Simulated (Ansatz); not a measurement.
# Ge: Electric field gradients

The cell is a structure deposited in the COD, its atoms then relaxed with PBE in this cell.

```cif
data_Ge
_symmetry_space_group_name_H-M 'P4_32_12'
_symmetry_Int_Tables_number 96
_cell_length_a 5.9300
_cell_length_b 5.9300
_cell_length_c 6.9800
_cell_angle_alpha 90.000
_cell_angle_beta 90.000
_cell_angle_gamma 90.000
loop_
_atom_site_label
_atom_site_type_symbol
_atom_site_symmetry_multiplicity
_atom_site_Wyckoff_symbol
_atom_site_fract_x
_atom_site_fract_y
_atom_site_fract_z
Ge1 Ge 4 a 0.0900 0.0900 0.0000
Ge5 Ge 8 b 0.1724 0.3692 0.2595
```

One atom of each set is listed.

Method: Kohn–Sham DFT in Ansatz, r2SCAN, plane waves and PAW (field gradients read without the response of the frozen cores, which leaves them typically 4 to 6 % off), scalar-relativistic, 500 eV cutoff, Γ-centred 6×6×5 k-points, Fermi–Dirac smearing 0.05 eV.

Conventions: |V_zz| ≥ |V_yy| ≥ |V_xx|, η = (V_xx − V_yy)/V_zz, C_Q = eQV_zz/h.

Ge-73: I = 9/2, Q = -196.0 mb. Quadrupole moments are those of Pyykkö's year-2017 table.

Problem. Which values are expected at the nuclei?

Solution. 

| site | atoms | first shell | V_zz (10²¹ V/m²) | η | C_Q (MHz) |
| --- | --- | --- | --- | --- | --- |
| Ge1 | 4 | 4 Ge at 2.49–2.50 Å | 4.33 | 0.79 | -20.5 |
| Ge5 | 8 | 4 Ge at 2.49–2.52 Å | 5.94 | 0.81 | -28.1 |
